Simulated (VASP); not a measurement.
# P (P2/m) in VASP: a series of runs

One crystal, P, is run at these levels: PBE; tasks: single point.

Everything below comes from runs of VASP 6.6.1. Logs are shortened: lines on timing, memory, paths and dates and some standing lists are left out, and cuts for length are marked.

### 1 The structure

Symmetry: P2/m, No. 10, monoclinic system. Conventional cell: a = 2.425 Å, b = 2.439 Å, c = 4.852 Å, α = 90.00°, β = 90.24°, γ = 90.00°. P (site symmetry m) is surrounded by 6 P at 2.42 to 2.44 Å.

This isn't the form of P at room conditions, which is orthorhombic.

### 2 Single point, PBE

The input, INCAR:

```
PREC = Accurate
ENCUT = 340
EDIFF = 1E-6
ISMEAR = 0
SIGMA = 0.1
LREAL = False
LASPH = True
NELM = 100
ALGO = Normal
ISIF = 2
LWAVE = False
LCHARG = False
GGA = PE
ADDGRID = False
```

The input, KPOINTS:

```
regular mesh
0
Gamma
  10 10 5
```

The input, POSCAR:

```
P
1.0
    2.4246941115      0.0000000000      0.0000000000
    0.0000000000      2.4385351442      0.0000000000
   -0.0203144631      0.0000000000      4.8524328982
P
2
Direct
   -0.0009640000     -0.0137570000      0.7520410000
    1.0088450000      0.0001830000      0.2407300000
```

Potentials or basis: VASP PAW PBE potentials, release 64 (P).

Started as:

```sh
$ cat potpaw_PBE.64/P/POTCAR > POTCAR
$ mpirun -np 1 vasp_std > vasp.out
```

OUTCAR:

```text
PREC = Accurate
   ENCUT = 340
   EDIFF = 1E-6
   ISMEAR = 0
   LREAL = False
   LASPH = True
   NELM = 100
   ISIF = 2
   GGA = PE

 Found    252 irreducible k-points:

 Following reciprocal coordinates:
            Coordinates               Weight
  0.000000  0.000000  0.000000      1.000000
  0.100000  0.000000 -0.000000      2.000000
  0.200000  0.000000 -0.000000      2.000000
  0.300000  0.000000 -0.000000      2.000000
  0.400000  0.000000  0.000000      2.000000
  0.500000  0.000000 -0.000000      1.000000
   k-points           NKPTS =    252   k-points in BZ     NKDIM =    252   number of bands    NBANDS=      9
   number of dos      NEDOS =    301   number of ions     NIONS =      2
   total plane-waves  NPLWV =   7680
   dimension x,y,z NGX =    16 NGY =   16 NGZ =   30
   dimension x,y,z NGXF=    32 NGYF=   32 NGZF=   60
   ions per type =               2
   NGX,Y,Z   is equivalent  to a cutoff of  10.97, 10.91, 10.28 a.u.
   NGXF,Y,Z  is equivalent  to a cutoff of  21.94, 21.82, 20.56 a.u.
 SYSTEM =  unknown system
   PREC   = accura    normal or accurate (medium, high low for compatibility)
   ISTART =      0    job   : 0-new  1-cont  2-samecut
   ICHARG =      2    charge: 1-file 2-atom 10-const
   ISPIN  =      1    spin polarized calculation?
   LNONCOLLINEAR =      F non collinear calculations
   LSORBIT =      F    spin-orbit coupling
   LASPH  =      T    aspherical Exc in radial PAW
   ENCUT  =  340.0 eV  24.99 Ry    5.00 a.u.   3.65  3.67  7.30*2*pi/ulx,y,z
   NELM   =    100;   NELMIN=  2; NELMDL= -5     # of ELM steps
   EDIFF  = 0.1E-05   stopping-criterion for ELM
   LREAL  =      F    real-space projection
   EDIFFG = 0.1E-04   stopping-criterion for IOM
   NSW    =      0    number of steps for IOM
   IBRION =     -1    ionic relax: 0-MD 1-quasi-New 2-CG
   NFREE  =      0    steps in history (QN), initial steepest desc. (CG)
   ISIF   =      2    stress and relaxation
   ISYM   =      2    0-nonsym 1-usesym 2-fastsym
   POTIM  = 0.5000    time-step for ionic-motion
   TEBEG  =    0.0;   TEEND  =   0.0 temperature during run
   PSTRESS=    0.0 pullay stress
   NELECT =      10.0000    total number of electrons
   NUPDOWN=      -1.0000    fix difference up-down
   EMIN   =  10.00;   EMAX   =-10.00  energy-range for DOS
   EFERMI =   0.00;   METHOD = LEGACY
   ISMEAR =     0;   SIGMA  =   0.10  broadening in eV -4-tet -1-fermi 0-gaus
   EFERMI_NEDOS =   21; number of points for ismear=-14 and -15
   IALGO  =     38    algorithm
   IMIX   =      4    mixing-type and parameters
     AMIX     =   0.40;   BMIX     =  1.00
     AMIX_MAG =   1.60;   BMIX_MAG =  1.00
  volume/ion in A,a.u.               =      14.35        96.81
  Fermi-wavevector in a.u.,A,eV,Ry     =   1.152107  2.177167 18.059715  1.327352
  Thomas-Fermi vector in A             =   2.288761
   LORBIT       =      0    0 simple, 1 ext, 2 COOP (PROOUT), +10 PAW based schemes
   GGA     = PE    functional components
   LHFCALC =     F    Hartree Fock is set to
   AEXX    =    0.0000 exact exchange contribution
   IVDW    =     0    specifies the selected vdW correction
   LEPSILON=     F    determine dielectric tensor
   LRPA    =     F    only Hartree local field effects (RPA)
 non-spin polarized calculation
 Gauss-broadening in eV      SIGMA  =   0.10
  energy-cutoff  :      340.00
  volume of cell :       28.69
 maximum number of plane-waves:       422
   NGX =  7   NGY =  7   NGZ = 15

 number of electron      10.0000001 magnetization

 Free energy of the ion-electron system (eV)
  ---------------------------------------------------
  ext. energy  EPLUGINS =         0.00000000
  ---------------------------------------------------
  free energy    TOTEN  =       -10.57512586 eV

  energy without entropy =      -10.57177532  energy(sigma->0) =      -10.57345059

 E-fermi :   9.9888     XC(G=0): -11.3401

 val. band max:        9.9811601133   @ k =   0.1000   0.2000   0.4000
 cond. band min:       9.9970600935   @ k =  -0.1000   0.2000   0.4000
 fundamental gap:      0.0158999803
 Fermi energy:         9.9888227318

 k-point     1 :       0.0000    0.0000    0.0000
  band No.  band energies     occupation
      1      -6.8092      2.00000
      2      -2.3632      2.00000
      3       1.0687      2.00000
      4      14.7964      0.00000
      5      15.0221      0.00000
      6      15.0483      0.00000
      7      16.5943      0.00000
      8      16.6660      0.00000
      9      17.7349      0.00000

 k-point     2 :       0.1000    0.0000   -0.0000
  band No.  band energies     occupation
      1      -6.5773      2.00000
      2      -2.1299      2.00000
      3       1.2787      2.00000
      4      12.0022      0.00000
      5      14.9779      0.00000
      6      15.1820      0.00000
      7      15.2995      0.00000
      8      16.7933      0.00000
      9      17.8998      0.00000

 k-point     3 :       0.2000    0.0000   -0.0000
  band No.  band energies     occupation
      1      -5.8884      2.00000
      2      -1.4350      2.00000
      3       1.8942      2.00000
      4       8.4351      2.00000
      5      11.9852      0.00000
      6      15.5148      0.00000
      7      15.7482      0.00000
      8      17.2974      0.00000
      9      17.6671      0.00000

 k-point     4 :       0.3000    0.0000   -0.0000
  band No.  band energies     occupation
      1      -4.7730      2.00000
      2      -0.2968      2.00000
      3       2.8533      2.00000
      4       5.1891      2.00000
      5       8.8998      2.00000
      6      14.3495      0.00000
      7      16.3362      0.00000
      8      16.5764      0.00000
      9      18.0958      0.00000

 k-point     5 :       0.4000    0.0000    0.0000
  band No.  band energies     occupation
      1      -3.3502      2.00000
      2       1.2201      2.00000
      3       2.4629      2.00000
      4       3.9575      2.00000
      5       6.1843      2.00000
      6      11.8402      0.00000
      7      17.2460      0.00000
      8      17.4832      0.00000
      9      18.8762      0.00000

 k-point     6 :       0.5000    0.0000   -0.0000
  band No.  band energies     occupation
      1      -2.3741      2.00000
      2       1.0504      2.00000
      3       2.4706      2.00000
      4       4.5045      2.00000
      5       4.5766      2.00000
      6      10.7775      0.00000
      7      17.7112      0.00000
      8      17.9482      0.00000
      9      19.2332      0.00000

 [... further k-points ...]

------------------------ aborting loop because EDIFF is reached ----------------------------------------

  FORCE on cell =-STRESS in cart. coord.  units (eV):
  Direction    XX          YY          ZZ          XY          YZ          ZX
  --------------------------------------------------------------------------------------
  -------------------------------------------------------------------------------------
  Total        0.3601581      0.1380261      0.4979495      0.0015757     -0.0036234      0.0517926
  in kB       20.1121360      7.7077288     27.8067612      0.0879886     -0.2023379      2.8922315
  external PRESSURE =      18.5422087 kB  Pullay stress =       0.0000000 kB

 VOLUME and BASIS-vectors are now :
 -----------------------------------------------------------------------------
  energy-cutoff  :      340.00
  volume of cell :       28.69
      direct lattice vectors                 reciprocal lattice vectors
     2.424694112  0.000000000  0.000000000     0.412423157  0.000000000  0.001726589
     0.000000000  2.438535144  0.000000000     0.000000000  0.410082259  0.000000000
    -0.020314463  0.000000000  4.852432898     0.000000000  0.000000000  0.206082190

 POSITION                                       TOTAL-FORCE (eV/Angst)
 -----------------------------------------------------------------------------------
      2.40708      2.40499      3.64923         0.040319      0.054646     -0.071723
      0.01656      0.00045      1.16813        -0.040319     -0.054646      0.071723
 -----------------------------------------------------------------------------------
    total drift:                                0.000003     -0.000000      0.000018

  FREE ENERGIE OF THE ION-ELECTRON SYSTEM (eV)
  ---------------------------------------------------
  free  energy   TOTEN  =       -10.5751258553 eV

  energy  without entropy=      -10.5717753152  energy(sigma->0) =      -10.57345059
```

stdout:

```text
POSCAR found type information on POSCAR P
 POSCAR found :  1 types and       2 ions
 scaLAPACK will be used
 LDA part: xc-table for (Slater+PW92), standard interpolation
 POSCAR, INCAR and KPOINTS ok, starting setup
 FFT: planning ... GRIDC
 FFT: planning ... GRID_SOFT
 FFT: planning ... GRID
 WAVECAR not read
 entering main loop
```

It took 18 s on 1 thread of Intel Xeon Platinum 8259CL at 2.50GHz (Skylake/Cascade Lake), shared host; peak memory 0.13 GiB.

The run converged, but some of its settings lie outside the range that counts as converged, so its numbers aren't taken as properties of the crystal.

Results:

```yaml
Free_energy: -10.5751 eV
Pressure: 1.9 GPa
Largest_force: 0.099 eV/Å
Band_gap_on_the_k_mesh: none (metal or under the smearing width)
```

### 3 Single point, PBE

INCAR: that of step 2 with these lines changed.

```diff
@@ -1,3 +1,3 @@
 PREC = Accurate
-ENCUT = 340
+ENCUT = 280
 EDIFF = 1E-6
```

The input, KPOINTS:

```
regular mesh
0
Gamma
  12 12 6
```

The input, POSCAR:

```
P
1.0
    2.4246941115      0.0000000000      0.0000000000
    0.0000000000      2.4385351442      0.0000000000
   -0.0203144631      0.0000000000      4.8524328982
P
2
Direct
    0.0000000300      0.0000000000      0.7494253600
    0.9999999700      0.0000000000      0.2505746400
```

Potentials or basis: VASP PAW PBE potentials, release 64 (P).

Started as:

```sh
$ cat potpaw_PBE.64/P/POTCAR > POTCAR
$ mpirun -np 1 vasp_std > vasp.out
```

It took 16 s on 1 thread of Intel Xeon Platinum 8259CL at 2.50GHz (Skylake/Cascade Lake), shared host; peak memory 0.13 GiB.

These settings aren't checked as converged: the numbers below hold their error.

What came out:

```
Free energy            : -10.4961 eV
Largest force          : 0.003 eV/Å
Band gap on the k mesh : none (metal or under the smearing width)
```

Caveat: the cutoff is under 1.25 times the usual one of these potentials, so pressure, stress and relaxed cells hold a basis-set (Pulay) error.

### 4 Single point, PBE

INCAR is that of step 3.

KPOINTS is that of step 3.

The input, POSCAR:

```
P
1.0
    2.4246941115      0.0000000000      0.0000000000
    0.0000000000      2.4385351442      0.0000000000
   -0.0203144631      0.0000000000      4.8524328982
P
2
Direct
   -0.0009640000     -0.0137570000      0.7520410000
    1.0088450000      0.0001830000      0.2407300000
```

Started as:

```sh
$ cat potpaw_PBE.64/P/POTCAR > POTCAR
$ mpirun -np 1 vasp_std > vasp.out
```

Run time: 28 s. Hardware: 1 thread of Intel Xeon Platinum 8259CL at 2.50GHz (Skylake/Cascade Lake), shared host; peak memory 0.14 GiB.

The run converged, but some of its settings lie outside the range that counts as converged, so its numbers aren't taken as properties of the crystal.

Results:

```yaml
Free_energy: -10.4923 eV
Largest_force: 0.161 eV/Å
Band_gap_on_the_k_mesh: none (metal or under the smearing width)
```

Caveat: the cutoff is under 1.25 times the usual one of these potentials, so pressure, stress and relaxed cells hold a basis-set (Pulay) error.
